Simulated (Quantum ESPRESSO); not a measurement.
La2O3 under changes of volume

One of the cells (22.446 Å³/atom); the others are scaled copies at fixed shape and fractional positions:

```xyz
5
Lattice="6.2668 0.0000 0.0000 -3.1334 5.4272 0.0000 0.0000 0.0000 3.2998" Properties=species:S:1:pos:R:3 pbc="T T T"
La    3.1334    1.8091    1.6499
La    0.0000    3.6181    1.6499
O     3.1836    0.0000    0.0000
O    -1.5918    2.7571    0.0000
O     1.5416    2.6701    0.0000
```

The cell comes from a database or a generator and needn't be the stable form of this composition.

- Program: Quantum ESPRESSO 7.5
- Functional: LDA
- Potentials or basis: GBRV 1.5 LDA
- Cutoff: 612 eV
- Density cutoff: 4898 eV
- k mesh: 5 × 5 × 8
- Occupations: fermi-dirac, width 0.05 eV
- Spin: no spin polarisation

```csv
volume (Å³/atom),energy over the lowest point (meV/atom),pressure (GPa),gap on the mesh (eV),largest force (eV/Å)
21.099,7.77,3.8,1.03,0.038
21.548,0.58,1.3,1.16,0.050
21.997,0.00,-1.0,1.28,0.061
22.446,5.35,-3.0,1.39,0.072
22.895,16.05,-4.8,1.49,0.081
23.344,?,?,?,?
23.792,51.22,-7.8,1.67,0.097
```

What does the run at 23.344 Å³/atom give?

Energy over the lowest point 31.50 meV/atom; pressure -6.4 GPa; gap on the mesh 1.58 eV; largest force 0.090 eV/Å.

Worked out: A Birch-Murnaghan fit of order 3 (a polynomial in V^(-2/3)) to the other rows has its minimum at 21.81 Å³/atom with B0 = V·E''(V) = 107 GPa and B' = 4.3 at fixed shape and positions, which overstates the stiffness. It gives 31.51 meV/atom at 23.344 Å³/atom, against the run's 31.50, and -dE/dV = -6.3 GPa, against -6.4. A parabola through the other rows of the gap, of slope 4.64 eV per unit of ln V there, gives 1.58 eV, against the run's 1.58.

Energies are extrapolated to zero smearing.

Caveats: spin-orbit coupling is left out, which moves the levels of the heavy elements; an odd mesh through Γ misses points on the zone boundary, where band edges often lie.
